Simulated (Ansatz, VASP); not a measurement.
# Ga3Se, level by level in two programs

```
Se Ga
1.0
     4.49079    0.00000    0.00000
     0.00000    4.49079    0.00000
     0.00000    0.00000    4.49079
Se Ga
1 3
Direct
  0.00000 0.00000 0.00000
  0.50000 0.50000 0.00000
  0.50000 0.00000 0.50000
  0.00000 0.50000 0.50000
```

The cell comes from a database or a generator and needn't be the stable form of this composition.

Single points on this cell with VASP 6.6.1 and Ansatz 0.2.0. Each row is one pair of runs. Alike in all rows: spin: off; k mesh: 6 × 6 × 6; smearing: fermi-dirac, width 0.05 eV.

```csv
level,"VASP's potentials, cutoff","Ansatz's potentials, cutoff","gap on the k mesh at the Fermi level (eV), VASP","gap on the k mesh at the Fermi level (eV), Ansatz","pressure (GPa), VASP","pressure (GPa), Ansatz"
PBEsol,"VASP PAW PBE potentials, release 64 (Se, Ga_d), 520 eV","Ansatz PAW, 420 eV",none,none,-4.7,-4.7
LDA,"VASP PAW LDA potentials, release 64 (Se, Ga_d), 520 eV","Ansatz PAW, 420 eV",none,none,-5.9,-6.0
PBE,"VASP PAW PBE potentials, release 64 (Se, Ga_d), 520 eV","Ansatz PAW, 420 eV",none,none,-1.8,-1.9
r2SCAN,"VASP PAW PBE potentials, release 64 (Se, Ga_d), 520 eV","Ansatz PAW, 500 eV",?,none,?,-2.9
```

**Question.** Fill in what VASP gave in row 4.

**Answer.** gap on the k mesh at the Fermi level (eV): none; pressure (GPa): -2.8.

A gap of «none» marks a metal or a gap that the smearing closes.

Caveats: the PAW data sets were made with another functional, which shifts forces and pressure a little (VASP); the PAW data sets come from PBE, with cores solved anew for the run's functional, which leaves a small shift of forces and pressure (Ansatz).
